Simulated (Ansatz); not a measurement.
# Pressure series in CsPbI3

Consider CsPbI$_{3}$ in the cubic perovskite structure (space group Pm-3m, No. 221; a = 6.333 Å).

Cell and atoms are relaxed at each pressure.

Method: r2SCAN (Ansatz, a first-principles code; PAW; 500 eV plane waves; scalar-relativistic without spin-orbit coupling).

Task: Only one of these keeps a band gap. Which?
A) pressure 30 GPa
B) pressure 100 GPa
C) pressure 7 GPa

Result: C, pressure 7 GPa. Computed: pressure 7 GPa: 0.63 eV; pressure 100 GPa: zero; pressure 30 GPa: zero

The mesh was chosen for an insulator and is coarse for the gapless case. Spin-orbit coupling, missing from the scalar runs, can matter with I and Pb. Load acts through the strain it causes; cell and atoms are relaxed under it. Whether these cells are dynamically stable was not tested. Competing high-pressure phases were not computed. All final runs are without spin polarisation. Many cubic perovskites are stable only at high temperature; tilts and polar distortions were not tested. This is not the structure that CsPbI3 has at room temperature and ambient pressure. The zero or small gap of CsPbI3 under pressure 100 GPa and CsPbI3 under pressure 30 GPa can change with the level of theory.
